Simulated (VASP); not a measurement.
A run of VASP 6.6.1 is set up as follows.

The input INCAR:

```
SYSTEM = Rb
  PREC = Accurate
  ENCUT = 520
  EDIFF = 1E-7
  ISMEAR = -1
  SIGMA = 0.05
  LREAL = .FALSE.
  LASPH = .TRUE.
  NELM = 80
  ALGO = Normal
  ISIF = 2
  LWAVE = .FALSE.
  LCHARG = .FALSE.
  GGA = PE
  NBANDS = 16
```

KPOINTS

```
regular mesh
0
G
  8 8 8
  0 0 0
```

File POSCAR:

```
Rb
1.0
   -2.3789880000      2.3789880000      8.4886690000
    2.3789880000     -2.3789880000      8.4886690000
    2.3789880000      2.3789880000     -8.4886690000
Rb
2
Direct
    0.5002020000      0.5113490000      0.0102530000
    0.2509620000      0.7575890000      0.5008990000
```

Potentials or basis: VASP PAW PBE potentials, release 64 (Rb_sv).

Command:

```console
$ cat potpaw_PBE.64/Rb_sv/POTCAR > POTCAR
$ mpirun -np 1 vasp_std > vasp.out
```

(1) What does it give for the pressure?

(2) Estimate the band gap on the k mesh.

(3) What does it give for the largest force?

Results:

(1) 0.0 GPa.

(2) none (metal or under the smearing width).

(3) 0.021 eV/Å.
